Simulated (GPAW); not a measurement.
The system is MgS (Niningerite).

```
S Mg
1.0
     0.00000    2.60165    2.60165
     2.60165    0.00000    2.60165
     2.60165    2.60165    0.00000
S Mg
1 1
Direct
  0.50000 0.50000 0.50000
  0.00000 0.00000 0.00000
```

Base run:

* Program: GPAW 26.7.0
* Functional: revTPSS
* Potentials or basis: GPAW PAW data sets (gpaw-data 1.2.1)
* Cutoff: 800 eV
* Basis: pw
* k mesh: 7 × 7 × 7
* Occupations: fermi-dirac, width 0.05 eV
* Spin: no spin polarisation

Its results: band gap on the k mesh 3.31 eV, indirect (least direct gap 4.05 eV).

Problem. The run is repeated on the same cell with these changes: functional from revTPSS to TB-mBJ; potentials or basis from GPAW PAW data sets (gpaw-data 1.2.1) to GPAW PAW data sets for LDA (gpaw-data 1.2.1). What comes out?

Solution. Band gap on the k mesh 4.09 eV, indirect (least direct gap 5.09 eV).

Caveats: the mesh misses the band edges, which the band path finds closer together (some runs); a model potential gives levels but no total energy (some runs); an odd mesh through Γ misses points on the zone boundary, where band edges often lie (some runs).
